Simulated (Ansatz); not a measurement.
# MoS2 (R3m): bands and what follows from them

Aim: the bands of MoS2 (R3m) near the Fermi level, with what follows from them: effective masses and transport coefficients.

Program: Ansatz 0.2.0. Level of theory: DFT PBE, scalar-relativistic, plane waves, PAW. These are calculated values, not measurements.

2 further runs of the same task are left out: 2 set aside as unsound or not needed.

### Step 1. The system as given

It takes space group R3m (No. 160, trigonal). The conventional cell has a = 3.162 Å, b = 3.162 Å, c = 18.382 Å, α = 90.00°, β = 90.00°, γ = 120.00°. Around Mo (site symmetry 3m) lie 6 S at 2.40 Å. S (site symmetry 3m) is surrounded by 3 Mo at 2.40 Å.

Coordinates:

```cif
data_structure
_symmetry_space_group_name_H-M 'R3m:H'
_symmetry_Int_Tables_number 160
_cell_length_a 3.1619
_cell_length_b 3.1619
_cell_length_c 18.3825
_cell_angle_alpha 90.000
_cell_angle_beta 90.000
_cell_angle_gamma 120.000
_cell_volume 159.16
loop_
_atom_site_label
_atom_site_type_symbol
_atom_site_symmetry_multiplicity
_atom_site_Wyckoff_symbol
_atom_site_fract_x
_atom_site_fract_y
_atom_site_fract_z
_atom_site_occupancy
Mo1 Mo 3 a 0.66667 0.33333 0.33333 1
S1 S 3 a 0.00000 0.00000 0.24831 1
S2 S 3 a 0.33333 0.66667 0.08507 1
```

Origin of the cell: volume kept, shape and atoms relaxed. An earlier run on this cell at PBE gave 2.95 GPa at 17.685 Å³/atom (12×12×12 mesh), gap on the mesh 0.90 eV, no moment left.

### Step 2. Bands on a fine mesh

File input.yaml:

```yaml
crystal:
  lattice:
    - [1.5809626933, 0.9127692366, 6.1274902548]
    - [-1.5809626933, 0.9127692366, 6.1274902548]
    - [0.0, -1.8255384732, 6.1274902548]
  atoms:
    - { symbol: Mo, position: [6.3122e-06, 6.3122e-06, 6.3122e-06], spin: 0.05 }
    - { symbol: S, position: [0.7516939149, 0.7516939149, 0.7516939149] }
    - { symbol: S, position: [0.5815997729, 0.5815997729, 0.5815997729] }
basis:
  ecutwfc: 420
  ecutrho_ratio: 4
kpoints:
  mp_grid: { grid: [12, 12, 12] }
hamiltonian:
  xc: pbe
scf:
  occupations: { method: gaussian, width: 0.05 }
  lower_state_search: "off"
output:
  forces: true
  stress: true
  eigenvalues: true
  populations: true
  eigenstates:
    nscf_kmesh: { grid: [22, 22, 22] }
    de_dk: true
    e_range: [-2.5, 3.400110342346]
  write_density: true
  write_potential: true
  elf: true
  volumetric_format: npy
magnetization:
  spin_polarized: true
checkpoint:
  read: start.run
  write: ck
  compress: false
  write_wavefunctions: false
  write_every: 100000
```

The run starts from a saved state of the same cell, the folder start.run.

Started as:

```console
> ansatz run input.yaml --threads 4 --pin off --max-ram 9216MiB --backend cpu --events-out ev --progress --plain --runs-dir out
```

The log of the run, cut to the lines that bear on the results:

```text
Warning: checkpoint.read: basis.fft_grid_basis: the saved state records [[1, 0, -1], [0, 1, -1], [0, 0, 1]]; without it this run's FFT boxes would lie on [[1, -1, 0], [0, 1, 0], [0, -1, 1]]; this run lays them on the saved basis, on which the saved density and orbitals are stored
Warning: RAYON_NUM_THREADS=4 ignored (pool sized by the plan → 4); use --threads N
[...]
Pseudopotentials: kind: paw
Pseudopotential: Mo, paw, valence charge 14, recommended cutoff 420 eV (normal), Mo.paw.azcp
Pseudopotential: S, paw, valence charge 6, recommended cutoff 420 eV (normal), S.paw.azcp
Functional definition: PBE
[...]
Crystal: 3 atoms, lattice volume = 53.054 Å³
Basis set: ecut = 420 eV, 1011 PW (Γ), FFT grids on a1−a3, a2−a3, a3, exchange–correlation on 48×48×90 points (8 copies of the dense FFT grid, shifted against one another)
Bands: 18, of which v1, the nominal top of the filled ones, is band 13 counted from 1 (12 counted from 0)
Symmetry: 6 space group operations
Space group: R3m (ITA 160), of the structure as read, at distance tolerance 3.8e-5 Å
Magnetic group: BNS 160.65 (UNI 1295), of the structure as read, at distance tolerance 3.8e-5 Å
k-points: 189 of 1728 (time reversal used)
[...]
Starting moments: Σ|m| = 0.05 μB on 1 of 3 sites; this step starts from the density that it was given
[...]
SCF iter   1: F=—  HF=-6762.761455 eV  |F-HF|=—  |Δ(HF+E_count)|=         —  Δρ=5.87e-7 (↑5.87e-7 ↓5.71e-7)  dr2=5.25e-10  dr2_m=9.49e-13  M=0.000 μB ∫|m|=0.000 μB  β_m=0.30  ethr=2.88e-7  ⟨swp⟩=3.0  Hψ=55770  notcnv=0
[...]
SCF iter   6: F=-6762.761455 eV  HF=-6762.761455 eV  |F-HF|=9.09e-13  |Δ(HF+E_count)|=  2.73e-12  Δρ=2.22e-8 (↑2.17e-8 ↓2.22e-8)  dr2=2.04e-12  dr2_m=1.19e-14  M=0.000 μB ∫|m|=0.000 μB  ethr=1.00e-12  ⟨swp⟩=4.2  Hψ=27842  notcnv=0
WARN: the starting moments were not kept: the SCF closed with an absolute magnetisation of 8.7e-8 μB, where they sum to 0.05 μB in size (1 site). That is at most 0.1 of that sum. Measured as dr2_m measures the in/out step, that magnetisation stands 1.5e-15 eV from none, at or under the [...]
NSCF: frozen V_eff on 1024 k-points
SCF converged after 6 iterations
Magnetization: 0.0000 μB (13.0000 up, 13.0000 down)
Absolute magnetization: 0.0000 μB (∫|ρ↑−ρ↓|, with the PAW one-centre terms)
Spin contamination: 0.0000 ħ² per cell (⟨S²⟩ above its minimum at these occupations)
Per-site moments (μB) at R_I (Å): [(-1.3319831697573752e-8, 0.9913080580558522), (4.466826032841304e-9, 0.9913080580558522), (4.244616990019317e-9, 0.9915658693116988)]
Free energy (F): -6762.761455 eV
[...]
E sigma→0 (E₀):  -6762.761455 eV
Fermi energy:    11.543570 eV
[...]
--- Forces (eV/Å), atoms counted from 1 ---
  atom   1  Mo     0.00000000     0.00000000     0.00053589
  atom   2  S     -0.00000000     0.00000000    -0.00139758
  atom   3  S      0.00000000    -0.00000000     0.00086145
[...]
--- Stress (GPa, compression-positive) ---
        2.951885       0.000000      -0.000000
        0.000000       2.951885       0.000000
        0.000000       0.000000       2.959065
  P = ⅓ Tr σ = 2.9543 GPa (29.543 kbar)
--- Band table (eV; the first three rows and the last of 378) ---
  k-point 0 ↑: bands = ["-50.4486", "-24.6030", "-24.3704", "-24.3704", "-3.9402", "-2.2529", "4.1488", "7.7920", "7.7920", "8.8866", "8.8866", "9.8714", "9.9110", "13.1317", "13.1317", "13.5076", "13.5076", "16.6348"]
[...]
--- Löwdin populations: 3 sites ---
  site symbol       q [e]    m [muB]
     0     Mo     13.6852    -0.0000
     1      S      6.0560     0.0000
     2      S      6.0600     0.0000
  spilling = 0.007646 (of n_electrons = 26.000000)
--- Fermi surface from the table of eigenstates not read: on its mesh, or on one of the eight of every second point, the electrons fill whole bands (an insulator's do; a metal wants a denser output.eigenstates.nscf_kmesh) ---
```

Run time: 39 s. Hardware: 4 threads of Arm Neoverse V2, shared host; peak memory 1.2 GiB.

Result: volume 17.685 Å³/atom, pressure 2.95 GPa, mesh gap 0.90 eV, no moment left.

The maps below are laid out on this run's own conventional cell (a, b, c = 3.162, 3.162, 18.382 Å).

Density in a lattice plane of the grid's cell (edges 3.16 and 18.38 Å, at 0.000 of the third edge), which holds Mo and S.

Ten even steps from '0' (-0.02 e/Å³) to '9' (6.29 e/Å³):
```
100000
000000
000000
000000
000100
000100
000100
000100
000000
000000
110001
110001
000100
100000
010001
100000
000000
000000
100000
970007
```
Columns run along the first of these edges and rows up along the second, over one cell in 6 and 20 even steps from the bottom left corner. Atoms in the plane (fractional): Mo at (1.00, 1.00), S at (1.00, 0.25), S at (0.00, 0.42).

ELF in the same plane.

Ten even steps from ' ' (0.01) to '@' (0.94):
```
==::++##++::
..::##%%##::
    ..::..  
    ==**==  
  ::##%%##::
::::::--::::
--::..::..::
  ::##%%##::
  ..**%%**..
==..      ..
@@@@**  **@@
..####..####
----::--::--
****::..::**
  **##..##**
@@@@==  ==@@
    ..--..  
..::##%%##::
==::++##++::
::##::::::##
```
Columns run along the first of these edges and rows up along the second, over one cell in 6 and 20 even steps from the bottom left corner. Atoms in the plane (fractional): Mo at (1.00, 1.00), S at (1.00, 0.25), S at (0.00, 0.42).

Both are smooth fields of the valence electrons: close to the nuclei they are not physical.

Outside the cores ELF peaks at 0.95 beside S, off the lines to its neighbours, 0.9 Å from S; 0.87 on the S–Mo line, 0.8 Å from S; 0.86 in the shell around S, 0.7 Å from S.

### Step 3. Levels about the band edges

input.yaml: that of step 2 with these lines changed.

```diff
@@ -25,9 +25,35 @@
   eigenstates:
-    nscf_kmesh: { grid: [22, 22, 22] }
+    kpoints:
+      - [-0.5, -0.5, -0.5]
+      - [-0.496980584, -0.503019416, -0.5]
+      - [-0.503019416, -0.496980584, -0.5]
+      - [-0.498256739, -0.498256739, -0.503486522]
+      - [-0.501743261, -0.501743261, -0.496513478]
+      - [-0.488297356, -0.488297356, -0.488297356]
+      - [-0.511702644, -0.511702644, -0.511702644]
+      - [-0.496632279, -0.500902378, -0.502465343]
+      - [-0.503367721, -0.499097622, -0.497534657]
+      - [-0.489589931, -0.493860031, -0.491724981]
+      - [-0.510410069, -0.506139969, -0.508275019]
+      - [-0.490492309, -0.490492309, -0.494190324]
+      - [-0.509507691, -0.509507691, -0.505809676]
+      - [-0.490493742, -0.493980264, -0.495256419]
+      - [-0.509506258, -0.506019736, -0.504743581]
+      - [0.0, 0.181818182, -0.181818182]
+      - [0.003019416, 0.178798765, -0.181818182]
+      - [-0.003019416, 0.184837598, -0.181818182]
+      - [0.001743261, 0.183561443, -0.185304703]
+      - [-0.001743261, 0.180074921, -0.17833166]
+      - [0.011702644, 0.193520826, -0.170115537]
+      - [-0.011702644, 0.170115537, -0.193520826]
+      - [0.003367721, 0.180915804, -0.184283525]
+      - [-0.003367721, 0.18272056, -0.179352839]
+      - [0.010410069, 0.187958151, -0.173543163]
+      - [-0.010410069, 0.175678212, -0.190093201]
+      - [0.009507691, 0.191325873, -0.176008506]
+      - [-0.009507691, 0.172310491, -0.187627858]
+      - [0.009506258, 0.187837918, -0.177074601]
+      - [-0.009506258, 0.175798446, -0.186561762]
     de_dk: true
-    e_range: [-2.5, 3.400110342346]
-  write_density: true
-  write_potential: true
-  elf: true
-  volumetric_format: npy
+    e_range: [-1.047582339337, 1.03229126094]
 magnetization:
```

It reads its starting density from start.run, saved by an earlier run on this cell.

Started as:

```console
> ansatz run input.yaml --threads 4 --pin off --max-ram 9216MiB --backend cpu --events-out ev --progress --plain --runs-dir out
```

The log of the run, cut to the lines that bear on the results:

```text
Warning: RAYON_NUM_THREADS=4 ignored (pool sized by the plan → 4); use --threads N
[...]
[... 4 set-up lines as earlier in the session ...]
[...]
Crystal: 3 atoms, lattice volume = 53.054 Å³
Basis set: ecut = 420 eV, 1011 PW (Γ), FFT grids on a1−a3, a2−a3, a3, exchange–correlation on 48×48×90 points (8 copies of the dense FFT grid, shifted against one another)
Bands: 18, of which v1, the nominal top of the filled ones, is band 13 counted from 1 (12 counted from 0)
[... 2 set-up lines as earlier in the session ...]
Magnetic group: BNS 160.65 (UNI 1295), of the structure as read, at distance tolerance 3.8e-5 Å
k-points: 189 of 1728 (time reversal used)
[...]
WARN: the starting moments were not kept: the SCF closed with an absolute magnetisation of 4.4e-8 μB, where they sum to 0.05 μB in size (1 site). That is at most 0.1 of that sum. Measured as dr2_m measures the in/out step, that magnetisation stands 4.0e-16 eV from none, at or under the [...]
Per-site moments (μB) at R_I (Å): [(-7.516511931257946e-9, 0.9913080580558522), (2.4344528873453506e-9, 0.9913080580558522), (2.6024886779425947e-9, 0.9915658693116988)]
Free energy (F): -6762.761455 eV
[...]
E sigma→0 (E₀):  -6762.761455 eV
Fermi energy:    11.543570 eV
[...]
--- Forces (eV/Å), atoms counted from 1 ---
  atom   1  Mo     0.00000000     0.00000000     0.00053661
  atom   2  S      0.00000000     0.00000000    -0.00139799
  atom   3  S      0.00000000    -0.00000000     0.00086151
[...]
--- Stress (GPa, compression-positive) ---
        2.951882       0.000000      -0.000000
        0.000000       2.951882       0.000000
       -0.000000       0.000000       2.959071
  P = ⅓ Tr σ = 2.9543 GPa (29.543 kbar)
--- Band table (eV; the first three rows and the last of 378) ---
  k-point 0 ↑: bands = ["-50.4486", "-24.6030", "-24.3704", "-24.3704", "-3.9402", "-2.2529", "4.1488", "7.7920", "7.7920", "8.8866", "8.8866", "9.8714", "9.9110", "13.1317", "13.1317", "13.5076", "13.5076", "16.6348"]
[...]
--- Löwdin populations: 3 sites ---
  site symbol       q [e]    m [muB]
     0     Mo     13.6852    -0.0000
     1      S      6.0560     0.0000
     2      S      6.0600     0.0000
  spilling = 0.007646 (of n_electrons = 26.000000)
```

It took 9.3 s on 4 threads of Arm Neoverse V2, shared host; peak memory 0.63 GiB.

Read off: volume 17.685 Å³/atom, pressure 2.95 GPa, mesh gap 0.90 eV, no moment left.

### Step 4. Masses at the band edges

Effective masses from the curvatures, in electron masses (holes for the valence edge):

```csv
edge,band from the edge,degeneracy,x,y,z,[110],[111]
valence,1,1,0.68,0.68,0.94,0.68,0.75
conduction,1,1,0.76,0.67,0.53,0.80,0.71
```

The edges lie at k = (-0.50, -0.50, -0.50) and (0.00, 0.18, -0.18).

### Step 5. States of the whole zone by energy, transport at constant relaxation time

File input.yaml:

```yaml
crystal:
  lattice:
    - [1.5809626933, 0.9127692366, 6.1274902548]
    - [-1.5809626933, 0.9127692366, 6.1274902548]
    - [0.0, -1.8255384732, 6.1274902548]
  atoms:
    - { symbol: Mo, position: [6.3122e-06, 6.3122e-06, 6.3122e-06], spin: 0.05 }
    - { symbol: S, position: [0.7516939149, 0.7516939149, 0.7516939149] }
    - { symbol: S, position: [0.5815997729, 0.5815997729, 0.5815997729] }
basis:
  ecutwfc: 420
  ecutrho_ratio: 4
kpoints:
  mp_grid: { grid: [12, 12, 12] }
hamiltonian:
  xc: pbe
scf:
  occupations: { method: gaussian, width: 0.05 }
  lower_state_search: "off"
output:
  forces: true
  stress: true
  eigenvalues: true
  populations: true
  states_by_energy: { minimum_broadening: 0.05 }
magnetization:
  spin_polarized: true
checkpoint:
  read: start.run
  write: ck
  compress: false
  write_wavefunctions: false
  write_every: 100000
```

start.run is the folder with the converged state of an earlier run on this cell.

Started as:

```console
> ansatz run input.yaml --threads 4 --pin off --max-ram 9216MiB --backend cpu --events-out ev --progress --plain --runs-dir out
```

The log of the run, cut to the lines that bear on the results:

```text
Warning: RAYON_NUM_THREADS=4 ignored (pool sized by the plan → 4); use --threads N
[...]
[... 4 set-up lines as earlier in the session ...]
[...]
Crystal: 3 atoms, lattice volume = 53.054 Å³
Basis set: ecut = 420 eV, 1011 PW (Γ), FFT grids on a1−a3, a2−a3, a3, exchange–correlation on 48×48×90 points (8 copies of the dense FFT grid, shifted against one another)
Bands: 18, of which v1, the nominal top of the filled ones, is band 13 counted from 1 (12 counted from 0)
[... 2 set-up lines as earlier in the session ...]
Magnetic group: BNS 160.65 (UNI 1295), of the structure as read, at distance tolerance 3.8e-5 Å
k-points: 189 of 1728 (time reversal used)
[...]
WARN: the starting moments were not kept: the SCF closed with an absolute magnetisation of 6.6e-8 μB, where they sum to 0.05 μB in size (1 site). That is at most 0.1 of that sum. Measured as dr2_m measures the in/out step, that magnetisation stands 9.3e-16 eV from none, at or under the [...]
Per-site moments (μB) at R_I (Å): [(-1.0169382709047928e-8, 0.9913080580558522), (3.4046842598524114e-9, 0.9913080580558522), (3.3266886685889853e-9, 0.9915658693116988)]
Free energy (F): -6762.761455 eV
[...]
E sigma→0 (E₀):  -6762.761455 eV
Fermi energy:    11.543568 eV
[...]
--- Forces (eV/Å), atoms counted from 1 ---
  atom   1  Mo     0.00000000     0.00000000     0.00053736
  atom   2  S     -0.00000000     0.00000000    -0.00140102
  atom   3  S     -0.00000000    -0.00000000     0.00086429
[...]
--- Stress (GPa, compression-positive) ---
        2.951824       0.000000      -0.000000
        0.000000       2.951824       0.000000
        0.000000       0.000000       2.959074
  P = ⅓ Tr σ = 2.9542 GPa (29.542 kbar)
--- Band table (eV; the first three rows and the last of 378) ---
  k-point 0 ↑: bands = ["-50.4486", "-24.6030", "-24.3704", "-24.3704", "-3.9402", "-2.2529", "4.1488", "7.7920", "7.7920", "8.8866", "8.8866", "9.8714", "9.9110", "13.1317", "13.1317", "13.5076", "13.5076", "16.6348"]
[...]
--- Löwdin populations: 3 sites ---
  site symbol       q [e]    m [muB]
     0     Mo     13.6852    -0.0000
     1      S      6.0560     0.0000
     2      S      6.0600     0.0000
  spilling = 0.007646 (of n_electrons = 26.000000)
```

Run time: 6.8 min. Hardware: 4 threads of Arm Neoverse V2, shared host; peak memory 1.5 GiB.

In short: volume 17.685 Å³/atom, pressure 2.95 GPa, mesh gap 0.90 eV, no moment left.

A script then sums the file of states by energy over Fermi windows, for rigid-band transport at a constant relaxation time τ. Negative carriers are holes, and the chemical potential counts from the run's Fermi level:

```csv
T (K),electrons added (10¹⁹ cm⁻³),chemical potential (eV),σ/τ xx (10²⁰/Ω m s),Seebeck xx (μV/K),Seebeck zz (μV/K),Lorenz xx (10⁻⁸ V²/K²)
600,1,0.261,0.00338,-517,-502,2.03
600,-1,-0.369,0.00393,353,353,1.86
600,10,0.385,0.0336,-323,-308,2.03
600,-10,-0.520,0.0387,168,168,1.98
600,100,0.544,0.317,-154,-141,1.93
600,-100,-0.876,0.344,50,50,2.40
900,1,0.116,0.00309,-566,-558,3.24
900,-1,-0.279,0.00387,399,395,2.87
900,10,0.297,0.0303,-381,-369,1.66
900,-10,-0.482,0.0378,216,216,1.97
900,100,0.503,0.286,-195,-187,1.60
900,-100,-0.862,0.339,79,74,2.49
```

### Step 6. Summary of results

```
                          quantity                                                   value
   mass at the valence edge, x y z                                          0.68 0.68 0.94
mass at the conduction edge, x y z                                          0.76 0.67 0.53
             largest S²σ/τ along x  at 900 K with 100 × 10¹⁹ cm⁻³ electrons, S = -195 μV/K
```

Electrons are lighter than the top holes: the harmonic means over x, y and z are 0.64 and 0.75. Among the cases computed, S²σ/τ along x is largest at 900 K for electron doping of 100 × 10¹⁹ cm⁻³. That is the edge of the range tried, not a located peak. The gap is the Kohn–Sham one, unshifted (where it is too small, thermally excited carriers are overstated). A run loses the moments it was seeded with; other starts can end magnetic. No dispersion term is included, so distances between weakly bound layers or units are the least certain numbers.
